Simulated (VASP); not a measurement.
Write the native input for VASP 6.6.1 that does the following.

| Quantity | Value |
| --- | --- |
| Task | band structure |
| Functional | TPSS |
| Potentials or basis | VASP PAW PBE potentials, release 64 (Y_sv) |
| Cutoff | 520 eV |
| k mesh | 8 × 8 × 5 |
| Occupations | fermi-dirac, width 0.05 eV |
| Spin | no spin polarisation |
| Further INCAR settings | ALGO = Normal; EDIFF = 1e-06; NBANDS = 18 |

The structure of Y lies in POSCAR:

```
Y
1.0
    3.6474000000      0.0000000000      0.0000000000
   -1.8237000000      3.1587410578      0.0000000000
    0.0000000000      0.0000000000      5.7306000000
Y
2
Direct
    0.6666666667      0.3333333333      0.7500000000
    0.3333333333      0.6666666667      0.2500000000
```

One way to write it, as run:

INCAR

```
SYSTEM = Y
PREC = Accurate
ENCUT = 520
EDIFF = 1E-6
ISMEAR = -1
SIGMA = 0.05
LREAL = .FALSE.
LASPH = .TRUE.
NELM = 80
ALGO = Normal
ISIF = 2
LWAVE = .FALSE.
LCHARG = .FALSE.
LMAXMIX = 4
METAGGA = TPSS
LMIXTAU = .TRUE.
NBANDS = 18
```

KPOINTS

```
Automatic mesh
0
G
  8 8 5
  0 0 0
```

KPOINTS_OPT

```
path GMKGALHA,LM,KH
15
line-mode
reciprocal
 0.0000000000  0.0000000000  0.0000000000  G
 0.5000000000  0.0000000000  0.0000000000  M

 0.5000000000  0.0000000000  0.0000000000  M
 0.3333333333  0.3333333333  0.0000000000  K

 0.3333333333  0.3333333333  0.0000000000  K
 0.0000000000  0.0000000000  0.0000000000  G

 0.0000000000  0.0000000000  0.0000000000  G
 0.0000000000  0.0000000000  0.5000000000  A

 0.0000000000  0.0000000000  0.5000000000  A
 0.5000000000  0.0000000000  0.5000000000  L

 0.5000000000  0.0000000000  0.5000000000  L
 0.3333333333  0.3333333333  0.5000000000  H

 0.3333333333  0.3333333333  0.5000000000  H
 0.0000000000  0.0000000000  0.5000000000  A

 0.5000000000  0.0000000000  0.5000000000  L
 0.5000000000  0.0000000000  0.0000000000  M

 0.3333333333  0.3333333333  0.0000000000  K
 0.3333333333  0.3333333333  0.5000000000  H
```

Potentials or basis: VASP PAW PBE potentials, release 64 (Y_sv).

The run is started by

```bash
$ cat potpaw_PBE.64/Y_sv/POTCAR > POTCAR
$ mpirun -np 1 vasp_std > vasp.out
```

It gave:

* Pressure: -0.8 GPa
* Band gap along the path: none (metal or under the smearing width)

Caveat: the PAW data sets were made with another functional, which shifts forces and pressure a little.

Run time: 5 min on 1 thread of AMD EPYC 9R45 96-Core Processor (Zen 5), with other jobs on the host, peak memory 0.19 GiB.
